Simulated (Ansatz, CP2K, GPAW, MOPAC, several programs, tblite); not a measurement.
# WSe2: cheap methods against density-functional theory, part 2 of 2

How much accuracy does each second buy? WSe2 is computed with 7 methods, from the cheapest up to r2SCAN.

Several programs; a static lattice, no spin polarisation. Earlier steps stand in the parts before.

## (6) coarse PBE (low cutoff and mesh, Ansatz 0.2.0)

Input file input.yaml:

```yaml
crystal:
  lattice:
    - [3.2996683524, 0.0, 0.0]
    - [-1.6498341762, 2.8575966172, 0.0]
    - [0.0, 0.0, 13.1485346432]
  atoms:
    - { symbol: W, position: [0.6666666667, 0.3333333333, 0.75] }
    - { symbol: W, position: [0.3333333333, 0.6666666667, 0.25] }
    - { symbol: Se, position: [0.3333333333, 0.6666666667, 0.8766615398] }
    - { symbol: Se, position: [0.6666666667, 0.3333333333, 0.3766615398] }
    - { symbol: Se, position: [0.3333333333, 0.6666666667, 0.6233384602] }
    - { symbol: Se, position: [0.6666666667, 0.3333333333, 0.1233384602] }
kpoints:
  mp_grid: { grid: [6, 6, 2] }
  band_path:
    path:
      - [0.0, 0.0, 0.0]
      - [0.5, 0.0, 0.0]
      - [0.3333333333, 0.3333333333, 0.0]
      - [0.0, 0.0, 0.5]
      - [0.5, 0.0, 0.5]
      - [0.3333333333, 0.3333333333, 0.5]
      - [0.179687, 0.179688, 0.0]
    npoints: 1
hamiltonian:
  xc: pbe
scf:
  occupations: { method: fermi_dirac, width: 0.02 }
  n_extra_bands: 5
output:
  forces: true
  stress: true
  eigenvalues: true
basis:
  ecutwfc: 260
```

The run is started by

```bash
> ansatz run input.yaml --threads 2 --pin off --max-ram 3686MiB --backend cpu --events-out ev --progress --plain --runs-dir out
```

The log of the run:

```text
Warning: basis.ecutwfc = 260 eV is below the records' recommended 420 eV, and the density's cutoff is lower with it unless basis.ecutrho_ratio is high enough to keep the records' density cutoff: compare with a run at a higher cutoff
Warning: RAYON_NUM_THREADS=2 ignored (pool sized by the plan → 2); use --threads N
scf.n_extra_bands = 5 over 46 filled bands (N_el = 92.0): the run solves 51 bands
Engine: ansatz 0.2.0, aarch64-unknown-linux-gnu
Pseudopotentials: kind: paw
Pseudopotential: W, paw, valence charge 14, recommended cutoff 420 eV (normal), W.paw.azcp
Pseudopotential: Se, paw, valence charge 16, recommended cutoff 420 eV (normal), Se.paw.azcp
Functional definition: PBE
  parameter kappa = 0.804
  parameter beta = 0.06672455060314922
  exchange = pbe_x(kappa = kappa, mu = beta*pi^2/3)
  correlation = pbe_c(beta = beta)
Crystal: 6 atoms, lattice volume = 123.979 Å³
Basis set: ecut = 260 eV, 1205 PW (Γ), exchange–correlation on 36×36×144 points (8 copies of the dense FFT grid, shifted against one another)
Bands: 51, of which v1, the nominal top of the filled ones, is band 46 counted from 1 (45 counted from 0)
Symmetry: 24 space group operations
Space group: P63/mmc (ITA 194), of the structure as read, at distance tolerance 5.0e-5 Å
k-points: 14 of 72
Non-local potential: W, projectors of the file, l = 0: 3, l = 1: 2, l = 2: 2, l = 3: 1
Non-local potential: Se, projectors of the file, l = 0: 2, l = 1: 2, l = 2: 3, l = 3: 1
PAW form: soft (Blöchl's): semilocal exchange-correlation on the pseudo side does not see the compensation charge
PAW one-centre angular grid: W, 590 points (default); XC on 64 Gauss nodes
PAW one-centre angular grid: Se, 590 points (default); XC on 64 Gauss nodes
Initial density: superposition of atomic densities (neutral atoms: chi_scale 0, normalization atom), corrected by the library's trained network
Initial wavefunctions: pseudopotential atomic-orbital guess
Functional: x = pbe(κ = 0.804, μ = 0.2195149727645171), c = pbe(β = 0.06672455060314922)
SCF iter   1: F=—  HF=-42647.645777 eV  |F-HF|=—  |Δ(HF+E_count)|=         —  Δρ=9.24e-3  dr2=3.57e-2  ethr=1.77e-3  ⟨swp⟩=6.2  Hψ=2912  notcnv=0
preconditioner: auto → Resta (q_TF=auto, 2.596 Å⁻¹)  ε∞=7.5  [insulator: Δε(μ)=1.048 eV  Ē_g=7.848 eV  σ=0.020 eV  W_gap=1.00  n_scr=40 (ndim 8)  ℏωp=20.0 eV  f_vac=0.063  D(μ)=0.00/eV (n_scr^D=0)  ε∞_Penn≈7.5]
SCF iter   2: F=—  HF=-42647.555518 eV  |F-HF|=—  |Δ(HF+E_count)|=   9.03e-2  Δρ=5.16e-3  dr2=1.41e-2  ethr=3.88e-5  ⟨swp⟩=2.0  Hψ=1568  notcnv=0  defer=11
SCF iter   3: F=—  HF=-42647.551955 eV  |F-HF|=—  |Δ(HF+E_count)|=   3.56e-3  Δρ=1.96e-3  dr2=3.15e-3  ethr=1.54e-5  ⟨swp⟩=2.0  Hψ=1406  notcnv=0  defer=11
SCF iter   4: F=—  HF=-42647.551638 eV  |F-HF|=—  |Δ(HF+E_count)|=   3.17e-4  Δρ=6.46e-4  dr2=5.04e-4  ethr=3.42e-6  ⟨swp⟩=2.0  Hψ=893  notcnv=0  defer=11
SCF iter   5: F=—  HF=-42647.551547 eV  |F-HF|=—  |Δ(HF+E_count)|=   9.15e-5  Δρ=1.09e-4  dr2=1.46e-5  ethr=5.48e-7  ⟨swp⟩=2.0  Hψ=953  notcnv=0  defer=11
SCF iter   6: F=—  HF=-42647.551526 eV  |F-HF|=—  |Δ(HF+E_count)|=   2.11e-5  Δρ=1.70e-5  dr2=1.01e-6  ethr=1.58e-8  ⟨swp⟩=3.0  Hψ=1295  notcnv=0  defer=11
SCF iter   7: F=-42647.551526 eV  HF=-42647.551526 eV  |F-HF|=1.19e-8  |Δ(HF+E_count)|=   3.14e-7  Δρ=4.67e-6  dr2=7.30e-8  ethr=1.09e-10  ⟨swp⟩=6.1  Hψ=2610  notcnv=0
SCF 1 converged in 7 iterations: F = -42647.551526 eV  dr2 = 7.30e-8
NSCF: frozen V_eff on 7 k-points
SCF converged after 7 iterations
Free energy (F): -42647.551526 eV
Harris-Foulkes:  -42647.551526 eV  (|F-HF|=1.19e-8)
Internal energy: -42647.551526 eV  (E = F + TS)
E sigma→0 (E₀):  -42647.551526 eV
Fermi energy:    13.080871 eV
--- Per-component energies (eV) ---
  E_band       = -1741.775410
  E_kinetic    = 1380.659702
  E_local      = -11763.090351  (includes V_loc(G=0)·N_el)
  E_nonlocal   = -2353.171456
  E_hartree    = 5652.152433
  E_xc         = -953.566979
  E_vxc        = -874.281167  (∫ρ·V_xc dr)
  E_paw        = -24797.423118  (= ΣΔE_a)
  E_vpaw       = 563.847278  (= ΣTr[D̂ρ^β])
  E_aug_tail   = -0.032182  (compensation charges beyond the density's cutoff)
  E_ewald      = -9813.079574
  E_smearing   = -0.000000  (= −TS)
  E_closure    = 0.000000  (closes the sum)
  Σ components = -42647.551526   (vs F -42647.551526, Δ=0.00e0)
--- Forces (eV/Å), atoms counted from 1 ---
  atom   1  W      0.00000000     0.00000000    -0.00000000
  atom   2  W      0.00000000    -0.00000000     0.00000000
  atom   3  Se    -0.00000000    -0.00000000     0.26350518
  atom   4  Se    -0.00000000     0.00000000     0.26350518
  atom   5  Se     0.00000000    -0.00000000    -0.26350518
  atom   6  Se     0.00000000     0.00000000    -0.26350518
  max |Σ_I F_I| component: 5.55e-17 eV/Å
--- Stress (GPa, compression-positive) ---
        2.745115       0.000000      -0.000000
       -0.000000       2.745115       0.000000
       -0.000000       0.000000       4.142429
  P = ⅓ Tr σ = 3.2109 GPa (32.109 kbar)
--- Band table (eV; the first three rows and the last of 14) ---
[... 4 lines left out ...]
```

Wall time 1.6 s (2 threads of Arm Neoverse V2, shared host); peak memory 0.35 GiB.

Gap 1.03 eV; pressure 3.2 GPa.

Further single points at scaled volumes (the reference cell, shape and fractional coordinates held; logs not shown):

```
volume (Å³/atom)  energy (meV/atom, from the lowest)
           19.01                               106.2
           19.84                                36.1
           20.66                                 5.5
           21.49                                 0.0
           22.32                                15.1
           23.14                                62.8
```

No fit is made from these points.

## (7) PBE (plane waves, Ansatz 0.2.0)

input.yaml, as its differences from that of step 6:

```diff
@@ -13,3 +13,3 @@
 kpoints:
-  mp_grid: { grid: [6, 6, 2] }
+  mp_grid: { grid: [12, 12, 2] }
   band_path:
@@ -27,3 +27,3 @@
 scf:
-  occupations: { method: fermi_dirac, width: 0.02 }
+  occupations: { method: fixed }
   n_extra_bands: 5
@@ -33,3 +33 @@
   eigenvalues: true
-basis:
-  ecutwfc: 260
```

The run is started by

```bash
> ansatz run input.yaml --threads 2 --pin off --max-ram 3686MiB --backend cpu --events-out ev --progress --plain --runs-dir out
```

The log of the run (excerpt; [...] marks lines left out):

```text
Warning: RAYON_NUM_THREADS=2 ignored (pool sized by the plan → 2); use --threads N
scf.n_extra_bands = 5 over 46 filled bands (N_el = 92.0): the run solves 51 bands
[...]
[... 4 set-up lines as earlier in the session ...]
[...]
Crystal: 6 atoms, lattice volume = 123.979 Å³
Basis set: ecut = 420 eV, 2479 PW (Γ), exchange–correlation on 48×48×180 points (8 copies of the dense FFT grid, shifted against one another)
Bands: 51, of which v1, the nominal top of the filled ones, is band 46 counted from 1 (45 counted from 0)
[... 2 set-up lines as earlier in the session ...]
k-points: 38 of 288
[...]
SCF iter   1: F=—  HF=-42649.228643 eV  |F-HF|=—  |Δ(HF+E_count)|=         —  Δρ=4.27e-3  dr2=5.37e-3  ethr=1.77e-3  ⟨swp⟩=4.9  Hψ=6285  notcnv=0  defer=99
[...]
SCF iter   7: F=-42649.241612 eV  HF=-42649.241612 eV  |F-HF|=1.99e-9  |Δ(HF+E_count)|=   3.75e-8  Δρ=4.35e-6  dr2=4.03e-8  ethr=1.09e-10  ⟨swp⟩=8.4  Hψ=9275  notcnv=0
[...]
NSCF: frozen V_eff on 7 k-points
SCF converged after 7 iterations
Free energy (F): -42649.241612 eV
[...]
E sigma→0 (E₀):  -42649.241612 eV
Fermi energy:    12.593833 eV
[...]
--- Forces (eV/Å), atoms counted from 1 ---
  atom   1  W      0.00000000     0.00000000    -0.00000000
  atom   2  W      0.00000000    -0.00000000     0.00000000
  atom   3  Se    -0.00000000    -0.00000000     0.27693454
  atom   4  Se    -0.00000000     0.00000000     0.27693454
  atom   5  Se     0.00000000    -0.00000000    -0.27693454
  atom   6  Se     0.00000000     0.00000000    -0.27693454
[...]
--- Stress (GPa, compression-positive) ---
        2.818462       0.000000      -0.000000
        0.000000       2.818462       0.000000
       -0.000000       0.000000       4.433431
  P = ⅓ Tr σ = 3.3568 GPa (33.568 kbar)
--- Band table (eV; the first three rows and the last of 38) ---
[...]
```

Run time: 6.2 s. Hardware: 2 threads of Arm Neoverse V2, shared host; peak memory 0.49 GiB.

Gap 1.02 eV; pressure 3.4 GPa.

## (8) r2SCAN (plane waves, Ansatz 0.2.0)

input.yaml, as its differences from that of step 7:

```diff
@@ -25,3 +25,3 @@
 hamiltonian:
-  xc: pbe
+  xc: r2scan
 scf:
```

The run is started by

```bash
> ansatz run input.yaml --threads 2 --pin off --max-ram 3686MiB --backend cpu --events-out ev --progress --plain --runs-dir out
```

The log of the run (excerpt; [...] marks lines left out):

```text
Warning: RAYON_NUM_THREADS=2 ignored (pool sized by the plan → 2); use --threads N
scf.n_extra_bands = 5 over 46 filled bands (N_el = 92.0): the run solves 51 bands
[...]
[... 1 set-up line as earlier in the session ...]
Pseudopotential: W, paw, valence charge 14, recommended cutoff 500 eV (meta_gga), W.paw.azcp
Pseudopotential: Se, paw, valence charge 16, recommended cutoff 500 eV (meta_gga), Se.paw.azcp
Functional definition: r2SCAN
[...]
Crystal: 6 atoms, lattice volume = 123.979 Å³
Basis set: ecut = 500 eV, 3107 PW (Γ), exchange–correlation on 100×100×384 points (64 copies of the dense FFT grid, shifted against one another)
Bands: 51, of which v1, the nominal top of the filled ones, is band 46 counted from 1 (45 counted from 0)
[... 2 set-up lines as earlier in the session ...]
k-points: 38 of 288
[...]
SCF iter   8: F=-42710.755031 eV  HF=-42710.755031 eV  |F-HF|=3.60e-9  |Δ(HF+E_count)|=   1.12e-8  Δρ=1.92e-6  dr2=4.74e-9  dr2_τ=2.66e-10  ethr=1.09e-10  ⟨swp⟩=3.0  Hψ=6792  notcnv=0
[...]
NSCF: frozen V_eff on 7 k-points
SCF converged after 8 iterations
Free energy (F): -42710.755031 eV
[...]
E sigma→0 (E₀):  -42710.755031 eV
Fermi energy:    12.424245 eV
[...]
--- Forces (eV/Å), atoms counted from 1 ---
  atom   1  W      0.00000000     0.00000000    -0.00000000
  atom   2  W      0.00000000    -0.00000000     0.00000000
  atom   3  Se    -0.00000000    -0.00000000    -0.03711484
  atom   4  Se     0.00000000     0.00000000    -0.03711484
  atom   5  Se    -0.00000000    -0.00000000     0.03711484
  atom   6  Se     0.00000000     0.00000000     0.03711484
[...]
--- Stress (GPa, compression-positive) ---
        1.371892       0.000000      -0.000000
       -0.000000       1.371892       0.000000
       -0.000000       0.000000       1.218239
  P = ⅓ Tr σ = 1.3207 GPa (13.207 kbar)
--- Band table (eV; the first three rows and the last of 38) ---
[...]
```

It took 16 s on 2 threads of Arm Neoverse V2, shared host; peak memory 0.75 GiB.

Gap 1.14 eV; pressure 1.3 GPa.

## (9) GLLB-SC (GPAW): no result

Input file run.py:

```python
import json
from ase import Atoms
from gpaw import GPAW, PW, FermiDirac

atoms = Atoms(['W', 'W', 'Se', 'Se', 'Se', 'Se'],
              cell=[[3.29966835, 0.0, 0.0], [-1.64983418, 2.85759662, 0.0], [0.0, 0.0, 13.14853464]],
              scaled_positions=[[0.666666667, 0.333333333, 0.75], [0.333333333, 0.666666667, 0.25], [0.333333333, 0.666666667, 0.87666154], [0.666666667, 0.333333333, 0.37666154], [0.333333333, 0.666666667, 0.62333846], [0.666666667, 0.333333333, 0.12333846]],
              pbc=True)
calc = GPAW(mode=PW(400), xc='GLLBSC', kpts={'size': (6, 6, 2), 'gamma': True},
            occupations=FermiDirac(0.02), maxiter=100, legacy_gpaw=True, txt='gpaw.txt')
atoms.calc = calc
res = {'energy': atoms.get_potential_energy(force_consistent=True)}
res['electrons'] = calc.get_number_of_electrons()
res['k'] = calc.get_ibz_k_points().tolist()
res['levels'] = [calc.get_eigenvalues(kpt=i).tolist() for i in range(len(res['k']))]
points = [[0.0, 0.0, 0.0], [0.5, 0.0, 0.0], [0.333333, 0.333333, 0.0], [0.0, 0.0, 0.5], [0.5, 0.0, 0.5], [0.333333, 0.333333, 0.5], [0.179687, 0.179688, 0.0]]
bands = calc.fixed_density(kpts=points, symmetry='off', nbands=round(res['electrons']) // 2 + 6, convergence={'bands': -2}, txt='bands.txt')
res['points'] = [bands.get_eigenvalues(kpt=i).tolist() for i in range(len(points))]
homo, lumo = bands.get_homo_lumo()
potential = calc.hamiltonian.xc.response.calculate_discontinuity_potential(homo, lumo)
res['discontinuity'] = bands.hamiltonian.xc.response.calculate_discontinuity(potential)
json.dump(res, open('results.json', 'w'))
print('free energy (eV):', round(res['energy'], 5))
```

The run is started by

```bash
> python run.py
```

The log of the run:

```text
[... start of the log left out ...]
XC:             -48.579793
Entropy (-ST):   -0.000000
Local:           +0.769104
SIC:             +0.000000
--------------------------
Free energy:    -43.644298
Extrapolated:   -43.644298

GLLBSC response reference energy: 7.48179 eV (from HOMO)

Showing only first 2 kpts
 Kpt  Band  Eigenvalues  Occupancy
  0    24      6.50778    2.00000
  0    25      7.48195    2.00000
  0    26     10.22766    0.00000
  0    27     10.22766    0.00000

  1    24      7.26295    2.00000
  1    25      7.26316    2.00000
  1    26     10.23290    0.00000
  1    27     10.23290    0.00000

Fermi level: 8.22177

Gap: 1.166 eV
Transition (v -> c):
  (s=0, k=0, n=25, [0.00, 0.00, 0.00]) -> (s=0, k=22, n=26, [0.33, -0.17, 0.00])
Direct/indirect transitions are different
Direct gap: 1.471 eV
Transition at: (s=0, k=28, n=25, [0.33, 0.33, 0.00])

gpaw.KohnShamConvergenceError: Did not converge!  See text output for help.
```

Run time: 1.8 min. Hardware: 1 thread of Arm Neoverse V2, shared host; peak memory 0.28 GiB.

The run did not converge.

## (10) PM7 (MOPAC): no result

Input file run.mop:

```
PM7 1SCF GRADIENTS AUX(PRECISION=6) THREADS=1
crystal as a cluster of 3x3x1 conventional cells

W 1.649834 1 0.952532 1 9.861401 1
W 0.000000 1 1.905064 1 3.287134 1
Se 0.000000 1 1.905064 1 11.526815 1
Se 1.649834 1 0.952532 1 4.952547 1
Se 0.000000 1 1.905064 1 8.195987 1
Se 1.649834 1 0.952532 1 1.621720 1
W 0.000000 1 3.810129 1 9.861401 1
W -1.649834 1 4.762661 1 3.287134 1
Se -1.649834 1 4.762661 1 11.526815 1
Se 0.000000 1 3.810129 1 4.952547 1
Se -1.649834 1 4.762661 1 8.195987 1
Se 0.000000 1 3.810129 1 1.621720 1
W -1.649834 1 6.667725 1 9.861401 1
W -3.299668 1 7.620258 1 3.287134 1
Se -3.299668 1 7.620258 1 11.526815 1
Se -1.649834 1 6.667725 1 4.952547 1
Se -3.299668 1 7.620258 1 8.195987 1
Se -1.649834 1 6.667725 1 1.621720 1
W 4.949503 1 0.952532 1 9.861401 1
W 3.299668 1 1.905064 1 3.287134 1
Se 3.299668 1 1.905064 1 11.526815 1
Se 4.949503 1 0.952532 1 4.952547 1
Se 3.299668 1 1.905064 1 8.195987 1
Se 4.949503 1 0.952532 1 1.621720 1
W 3.299668 1 3.810129 1 9.861401 1
W 1.649834 1 4.762661 1 3.287134 1
Se 1.649834 1 4.762661 1 11.526815 1
Se 3.299668 1 3.810129 1 4.952547 1
Se 1.649834 1 4.762661 1 8.195987 1
Se 3.299668 1 3.810129 1 1.621720 1
W 1.649834 1 6.667725 1 9.861401 1
W 0.000000 1 7.620258 1 3.287134 1
Se 0.000000 1 7.620258 1 11.526815 1
Se 1.649834 1 6.667725 1 4.952547 1
Se 0.000000 1 7.620258 1 8.195987 1
Se 1.649834 1 6.667725 1 1.621720 1
W 8.249171 1 0.952532 1 9.861401 1
W 6.599337 1 1.905064 1 3.287134 1
Se 6.599337 1 1.905064 1 11.526815 1
Se 8.249171 1 0.952532 1 4.952547 1
Se 6.599337 1 1.905064 1 8.195987 1
Se 8.249171 1 0.952532 1 1.621720 1
W 6.599337 1 3.810129 1 9.861401 1
W 4.949503 1 4.762661 1 3.287134 1
Se 4.949503 1 4.762661 1 11.526815 1
Se 6.599337 1 3.810129 1 4.952547 1
Se 4.949503 1 4.762661 1 8.195987 1
Se 6.599337 1 3.810129 1 1.621720 1
W 4.949503 1 6.667725 1 9.861401 1
W 3.299668 1 7.620258 1 3.287134 1
Se 3.299668 1 7.620258 1 11.526815 1
Se 4.949503 1 6.667725 1 4.952547 1
Se 3.299668 1 7.620258 1 8.195987 1
Se 4.949503 1 6.667725 1 1.621720 1
Tv 9.899005 1 0.000000 1 0.000000 1
Tv -4.949503 1 8.572790 1 0.000000 1
Tv 0.000000 1 0.000000 1 13.148535 1
```

The run is started by

```bash
> mopac run.mop
```

The log of the run:

```text
[... start of the log left out ...]
    35        Se          0.0000      7.6203      8.1960
    36        Se          1.6498      6.6677      1.6217
    37         W          8.2492      0.9525      9.8614
    38         W          6.5993      1.9051      3.2871
    39        Se          6.5993      1.9051     11.5268
    40        Se          8.2492      0.9525      4.9525
    41        Se          6.5993      1.9051      8.1960
    42        Se          8.2492      0.9525      1.6217
    43         W          6.5993      3.8101      9.8614
    44         W          4.9495      4.7627      3.2871
    45        Se          4.9495      4.7627     11.5268
    46        Se          6.5993      3.8101      4.9525
    47        Se          4.9495      4.7627      8.1960
    48        Se          6.5993      3.8101      1.6217
    49         W          4.9495      6.6677      9.8614
    50         W          3.2997      7.6203      3.2871
    51        Se          3.2997      7.6203     11.5268
    52        Se          4.9495      6.6677      4.9525
    53        Se          3.2997      7.6203      8.1960
    54        Se          4.9495      6.6677      1.6217

 General Reference for PM7:
 "Optimization of Parameters for Semiempirical Methods VI: More Modifications to the
 NDDO Approximations and Re-optimization of Parameters", J. J. P. Stewart, J. Mol. Mod., 1:32, 19 (2013)

           Empirical Formula: W18 Se36  =    54 atoms

      RHF CALCULATION, NO. OF DOUBLY OCCUPIED LEVELS = 162

 ALL CONVERGERS ARE NOW FORCED ON
 SHIFT=10, PULAY ON, CAMP-KING ON
 AND ITERATION COUNTER RESET
```

Wall time 5 min (1 thread of Arm Neoverse V2, shared host).

The run met its time limit.

## (11) The ladder

Gap and time are those of the single point on the reference cell; the volume comes from each method's relaxation, or else from its energy curve; the modulus is at fixed shape. Times are rough (shared host).

```
           method                 kind  gap (eV)  volume (Å³/atom)  B₀ (GPa)  atoms computed  CPU time
GFN1-xTB (tblite)        tight binding      1.99             20.28       124              54     2.8 s
GFN2-xTB (tblite)        tight binding      0.92             21.00        74              54     5.4 s
         PBE/DZVP          small basis      1.03             21.27       128               6      29 s
          PBE/SZV          small basis      0.85             22.96       108               6      12 s
       coarse PBE  low cutoff and mesh      1.03                 –         –               6       3 s
              PBE          plane waves      1.02                 –         –               6      12 s
           r2SCAN          plane waves      1.14                 –         –               6      32 s
```

## (12) Results

What follows sums up all 2 parts.

| quantity | value |
| --- | --- |
| r2SCAN | gap 1.14 eV |
| gap: nearest and farthest of the other methods | PBE/DZVP, coarse PBE (about 0.11 eV off); GFN1-xTB (tblite) (+0.85 eV) |

For the gap (full PBE left aside), PBE/DZVP, coarse PBE tie for nearest to r2SCAN; GFN1-xTB (tblite) is farthest. A minimal basis or a coarse cutoff and mesh shifts results by its own error, so closeness to r2SCAN can be chance. Cluster runs see only the k-points that fold onto the zone centre, so their gaps can miss the band edges. No r2SCAN modulus is at hand, so moduli aren't ranked. CPU times run from 2.8 s (GFN1-xTB (tblite)) to 32 s (r2SCAN). r2SCAN is a yardstick, not the truth: it usually gives gaps below the measured ones. Spin-orbit coupling is left out throughout. A measured gap of WSe2 is 1.3 eV (indirect; “Time-resolved XUV ARPES with tunable 24–33 eV laser pulses at 30 meV resolution”, 2019, pmc:6684652); the calculated 1.14 eV misses it by -0.16 eV. That value is r2SCAN's. Of all methods here r2SCAN lies nearest to the measured gap (1.14 eV).
